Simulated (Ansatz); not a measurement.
Several inputs for KCl with a K vacancy

Cell: a supercell of KCl (CsCl type, Pm-3m) built from a Materials Project structure (computed, not necessarily an observed phase), with all atoms left at the host's positions.

Space group Fm-3m (No. 225); a = 15.3568 Å.

```csv
site,Wyckoff,site symmetry,x,y,z
K1,24d,m.mm,0.0000,0.2500,0.2500
K4,8c,-43m,0.2500,0.2500,0.2500
K7,24e,4m.m,0.2500,0.5000,0.5000
K11,4b,m-3m,0.5000,0.5000,0.5000
Cl16,32f,.3m,0.1250,0.1250,0.1250
Cl20,32f,.3m,0.3750,0.3750,0.3750
```

One atom of each set is listed; the run and its k-mesh use a cell of 31 atoms with edges of 10.86, 10.86, 10.86 Å.

Reference run. Level of theory: DFT, PBE, plane waves and PAW, scalar-relativistic, 420 eV cutoff, Γ-centred 2×2×2 k-points, Fermi–Dirac smearing 0.01 eV, cell charge -1 (Ansatz 0.2.0).

It gives V_zz (10²¹ V/m²) Cl16 -1.79 (η 0.00), K7 -0.45 (η 0.00), among others. Each of these runs changes the input as listed (caps on SCF iterations aside):

A. kpoints.mp_grid.grid: [2, 2, 2] → [1, 1, 1]; total_charge: -1 → -2; scf.occupations.method: fermi_dirac → cold; scf.occupations.width: 0.01 → 0.001
B. accuracy: not typed → high

Problem. Which of these changes matter for the gradients?

Solution. 

| run | Cl16 V_zz (η) | K7 V_zz (η) | largest change of a gradient tensor, all atoms | note |
| --- | --- | --- | --- | --- |
| A | -1.76 (0.00) | -0.44 (0.00) | 0.03 | converged; cell charge -2 on a uniform background; no gap left; mesh coarser than the reference's; odd number of electrons without spin polarisation |
| B | -1.79 (0.00) | -0.45 (0.00) | 0.00 | converged |

Run A moves them most, on K1 (V_zz from 0.33 to 0.30).

Run A changes kpoints.mp_grid.grid, total_charge, scf.occupations together, so the table can't tell their shares apart.

On the reference run: The defect repeats with the cell of 31 atoms, so it feels its images: sites between two images don't show the values beside a lone defect, and zeros or small values of η there can come from the images' arrangement. A uniform background compensates the cell's charge. The neighbours have not yet relaxed around the defect (largest force 0.38 eV/Å), so a real crystal will differ.
